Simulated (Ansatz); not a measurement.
The system is FeNi3 (Awaruite).

```
Ni Fe
1.0
     3.54500    0.00000    0.00000
     0.00000    3.54500    0.00000
     0.00000    0.00000    3.54500
Ni Fe
3 1
Cartesian
  1.7725 1.7725 0.0000
  1.7725 0.0000 1.7725
  0.0000 1.7725 1.7725
  0.0000 0.0000 0.0000
```

A run of Ansatz 0.2.0 on this cell left the log below. Logs are shortened: lines on timing, memory, paths and dates and some standing lists are left out, and cuts for length are marked.

```text
Warning: where an SCF of this run starts from atoms to list the orders of its open shells, Ni (sites 0, 1, 2, from 0) starts with 2.00 μB on its 3d shell, in the place of the 2.50 μB that the deck gives it: its open shells can hold no more by Hund's first rule. To start from spheres of the given moment, type scf.initial_density.shell_occupations: []
Warning: where an SCF of this run starts from atoms to list the orders of its open shells, Fe (site 3, from 0) starts with 4.00 μB on its 3d shell, in the place of the 4.50 μB that the deck gives it: its open shells can hold no more by Hund's first rule. To start from spheres of the given moment, type scf.initial_density.shell_occupations: []
Warning: RAYON_NUM_THREADS=2 ignored (pool sized by the plan → 2); use --threads N
Engine: ansatz 0.2.0, x86_64-unknown-linux-gnu
Pseudopotentials: kind: paw
Pseudopotential: Ni, paw, valence charge 18, recommended cutoff 420 eV (normal), Ni.paw.azcp
Pseudopotential: Fe, paw, valence charge 16, recommended cutoff 420 eV (normal), Fe.paw.azcp
Functional definition: PBEsol
  exchange = pbesol_x
  correlation = pbesol_c
Crystal: 4 atoms, lattice volume = 44.550 Å³
Basis set: ecut = 420 eV, 895 PW (Γ), exchange–correlation on 48×48×48 points (8 copies of the dense FFT grid, shifted against one another)
Bands: 50, of which v1, the nominal top of the filled ones, is band 35 counted from 1 (34 counted from 0)
Symmetry: 48 space group operations
Space group: Pm-3m (ITA 221), of the structure as read, at distance tolerance 3.5e-5 Å
[... 45 lines left out ...]
  E_local      = -12490.381425  (includes V_loc(G=0)·N_el)
  E_nonlocal   = 2129.686619
  E_hartree    = 5210.844372
  E_xc         = -369.756463
  E_vxc        = -478.348312  (∫ρ·V_xc dr)
  E_paw        = -6119.000481  (= ΣΔE_a)
  E_vpaw       = -1865.877478  (= ΣTr[D̂ρ^β])
  E_aug_tail   = 0.001663  (compensation charges beyond the density's cutoff)
  E_ewald      = -11420.645946
  E_core_change = 0.771068  (= ΣΔE_core)
  E_smearing   = -0.028079  (= −TS)
  E_closure    = 0.000000  (closes the sum)
  Σ components = -21864.041261   (vs F -21864.041261, Δ=0.00e0)
--- Forces (eV/Å), atoms counted from 1 ---
  atom   1  Ni     0.00000000    -0.00000000     0.00000000
  atom   2  Ni     0.00000000    -0.00000000     0.00000000
  atom   3  Ni     0.00000000     0.00000000     0.00000000
  atom   4  Fe    -0.00000000     0.00000000    -0.00000000
  max |Σ_I F_I| component: 1.76e-28 eV/Å
--- Stress (GPa, compression-positive) ---
       -9.436807      -0.000000       0.000000
        0.000000      -9.436807       0.000000
        0.000000       0.000000      -9.436807
  P = ⅓ Tr σ = -9.4368 GPa (-94.368 kbar)
--- Band table (eV; the first three rows and the last of 70) ---
  k-point 0 ↑: bands = ["-85.3843", "-85.3537", "-85.3537", "-70.7800", "-45.9616", "-45.9616", "-45.9616", "-45.8947", "-45.8947", "-45.8947", "-45.8151", "-45.8151", "-45.8151", "-36.9382", "-36.9382", "-36.9382", "8.8535", "12.7430", "12.7430", "13.3931", "13.4838", "13.4838", "13.4838", "15.3645", "15.3645", "15.3645", "16.4168", "16.4168", "17.2460", "17.2460", "17.2693", "17.3772", "17.3772", "17.3772", "17.4486", "17.4486", "17.4486", "20.1787", "20.1787", "20.1787", "26.8290", "26.8290", "27.2368", "32.0632", "32.0632", "32.0632", "32.6152", "32.6152", "32.6152", "37.1529"]
  k-point 1 ↑: bands = ["-85.3832", "-85.3547", "-85.3537", "-70.7800", "-45.9586", "-45.9586", "-45.9569", "-45.8955", "-45.8955", "-45.8949", "-45.8201", "-45.8172", "-45.8172", "-36.9390", "-36.9383", "-36.9383", "9.0556", "12.8024", "12.8389", "13.4670", "13.5452", "13.5540", "13.5540", "15.2913", "15.4191", "15.4191", "16.3409", "16.4399", "16.9677", "16.9677", "17.1547", "17.1787", "17.2293", "17.3151", "17.3151", "17.3772", "17.4488", "19.2228", "20.7880", "20.7880", "26.8779", "27.1144", "28.2903", "31.2584", "31.2584", "31.4197", "31.9702", "32.6893", "32.6893", "37.2086"]
  k-point 2 ↑: bands = ["-85.3803", "-85.3575", "-85.3537", "-70.7800", "-45.9507", "-45.9507", "-45.9440", "-45.8981", "-45.8981", "-45.8954", "-45.8338", "-45.8224", "-45.8224", "-36.9410", "-36.9385", "-36.9385", "9.6470", "12.8696", "13.0916", "13.6859", "13.7197", "13.7643", "13.7643", "15.0884", "15.5667", "15.5667", "16.1252", "16.1850", "16.1850", "16.5014", "16.8955", "16.9617", "17.0353", "17.0353", "17.1583", "17.3773", "17.4492", "17.5359", "22.0945", "22.0945", "27.0378", "27.2709", "29.3776", "29.3776", "30.1556", "30.7062", "31.0402", "33.5581", "33.5581", "37.3800"]
  k-point 34 ↓: bands = ["-84.4646", "-84.4646", "-84.4646", "-67.4345", "-45.1174", "-45.0895", "-45.0895", "-45.0895", "-44.9675", "-44.9675", "-44.9675", "-44.9373", "-44.9373", "-33.6723", "-33.6723", "-33.6723", "13.5804", "13.5804", "13.5804", "13.7090", "16.2151", "16.2151", "16.2151", "16.4115", "16.4115", "16.4115", "16.6736", "16.6736", "17.4754", "17.5310", "17.5310", "17.5310", "18.1565", "18.1565", "18.1565", "18.9136", "18.9136", "18.9136", "19.2121", "19.2121", "24.2891", "24.2891", "24.2891", "24.7358", "39.1489", "39.1489", "39.1489", "39.3681", "41.6718", "41.6718"]
```

Q: What input gives this log?

A: Single point with PBEsol, collinear spin, ferromagnetic start. The files as run (others can give the same):

input.yaml
```yaml
crystal:
  lattice:
    - [3.545, 0.0, 0.0]
    - [0.0, 3.545, 0.0]
    - [0.0, 0.0, 3.545]
  atoms:
    - { symbol: Ni, position: [0.5, 0.5, 0.0], spin: 2.5 }
    - { symbol: Ni, position: [0.5, 0.0, 0.5], spin: 2.5 }
    - { symbol: Ni, position: [0.0, 0.5, 0.5], spin: 2.5 }
    - { symbol: Fe, position: [0.0, 0.0, 0.0], spin: 4.5 }
hamiltonian:
  xc: pbesol
  pseudopotentials: { kind: paw }
magnetization:
  spin_polarized: true
kpoints:
  mp_grid: { grid: [8, 8, 8] }
scf:
  occupations: { method: fermi_dirac, width: 0.05 }
output:
  forces: true
  stress: true
  eigenvalues: true
  write_density: true
  write_potential: true
  elf: true
  volumetric_format: npy
```

Potentials or basis: Ansatz PAW.
Run with:
```console
$ ansatz run input.yaml --threads 2 --pin off --max-ram 5632MiB --backend cpu --events-out ev --progress --plain --runs-dir out
```

Caveat: the PAW data sets come from PBE, with cores solved anew for the run's functional, which leaves a small shift of forces and pressure.
